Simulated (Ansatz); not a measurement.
Relaxed GeTe (alpha-GeTe type, space group R3m):

```yaml
crystal:
  lattice:
    - [4.22663, 2.44024, 7.27983]
    - [-2.11331, 1.22012, 3.63992]
    - [0.00000, -2.44024, 3.63992]
  atoms:
    - { symbol: Ge, position: [0.11712, 0.23423, 0.23423] }
    - { symbol: Ge, position: [0.61712, 0.23423, 0.23423] }
    - { symbol: Te, position: [0.38288, 0.76577, 0.76577] }
    - { symbol: Te, position: [0.88288, 0.76577, 0.76577] }
```

The atoms are displaced by Q × the pattern below (from a DFPT mode at L = (0.5, 0.0, 0.0), largest move 1; Q in Å), at fixed cell. (q is in reciprocal vectors of the primitive cell; the cell shown is doubled to hold the pattern.)

```
atom       x       y      z
----  ------  ------  -----
Ge1   -0.500   0.866  0.000
Ge2    0.500  -0.866  0.000
Te3   -0.337   0.584  0.000
Te4    0.337  -0.584  0.000
```

These are PBE (plane waves to 420 eV, PAW, scalar-relativistic; Ansatz, a quantum-chemistry and plane-wave program) values and carry that method's errors. k mesh 5×10×10 (Γ-centred), Fermi-Dirac smearing 0.05 eV. Energies are smeared free energies. Stress and pressure are positive under compression. GeTe was relaxed with its symmetry unable to fall. Spin-orbit coupling is left out, though Te is heavy. ΔE is measured from the undisplaced structure.

### Question
Give the computed ΔE (meV/cell) and P (GPa) at Q (Å) = -0.280, -0.233, 0.047, 0.093, 0.140.

### Answer
```json
[
 {"Q (Å)": "-0.280", "ΔE (meV/cell)": "656", "P (GPa)": "3.11"},
 {"Q (Å)": "-0.233", "ΔE (meV/cell)": "456", "P (GPa)": "2.15"},
 {"Q (Å)": "0.047", "ΔE (meV/cell)": "18", "P (GPa)": "0.09"},
 {"Q (Å)": "0.093", "ΔE (meV/cell)": "73", "P (GPa)": "0.34"},
 {"Q (Å)": "0.140", "ΔE (meV/cell)": "165", "P (GPa)": "0.77"}
]
```

(For displaced atoms, the force is minus the slope of the energy, and its curvature is a force constant, which sets phonon frequencies.)
